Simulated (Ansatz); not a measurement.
The system is CdSe.

```
Cd Se
1.0
     0.00000    3.07027    3.07027
     3.07027    0.00000    3.07027
     3.07027    3.07027    0.00000
Cd Se
1 1
Direct
  0.00000 0.00000 0.00000
  0.25000 0.25000 0.25000
```

Measurements of this composition are mostly on another form, of space group No. 186.

Program: Ansatz 0.2.0. Alike in all runs: level PBE; no spin polarisation; cell as given. Hardware: 2 threads of Arm Neoverse V1, on a shared host.

Question: Order these runs on this cell by their wall time, lowest first.
A. task Born charges and dielectric tensor; potentials or basis Ansatz PAW; k mesh 8 × 8 × 8; cutoff (eV) 420; smearing fixed
B. task single point; potentials or basis Ansatz PAW; k mesh 8 × 8 × 8; cutoff (eV) 300; smearing fermi-dirac 0.05 eV
C. task band structure; potentials or basis SPMS NC; k mesh 8 × 8 × 8; cutoff (eV) 816; smearing fermi-dirac 0.05 eV; points for each segment of the path 14
D. task single point; potentials or basis Ansatz PAW; k mesh 10 × 10 × 10; cutoff (eV) 420; smearing fermi-dirac 0.05 eV

Answer: B (1.1 s), D (3.1 s), C (12 s), A (40 s).

Caveats: the cutoff lies under the one recommended for these potentials (some runs).
